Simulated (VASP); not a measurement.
The system is Cu3N.

```
Cu N
1.0
     3.80700    0.00000    0.00000
     0.00000    3.80700    0.00000
     0.00000    0.00000    3.80700
Cu N
3 1
Direct
  0.00000 0.00000 0.50000
  0.00000 0.50000 0.00000
  0.50000 0.00000 0.00000
  0.00000 0.00000 0.00000
```

Base run:

```yaml
Program: VASP 6.6.1
Functional: PBEsol
Potentials_or_basis: VASP PAW PBE potentials, release 64 (Cu, N)
Cutoff: 520 eV
k_mesh: 7 × 7 × 7
Occupations: fermi-dirac, width 0.05 eV
Spin: no spin polarisation
```

Its results: band gap on the k mesh 0.95 eV, indirect (least direct gap 1.34 eV); pressure -3.6 GPa.

**Question.** The run is repeated on the same cell with these changes: functional from PBEsol to PBE. What comes out?

**Answer.** Band gap on the k mesh 0.99 eV, indirect (least direct gap 1.38 eV); pressure 2.4 GPa.

PBE binds less tightly than PBEsol, so the same cell stands under more pressure.

Caveats: an odd mesh through Γ misses points on the zone boundary, where band edges often lie; the PAW data sets were made with another functional, which shifts forces and pressure a little (some runs).
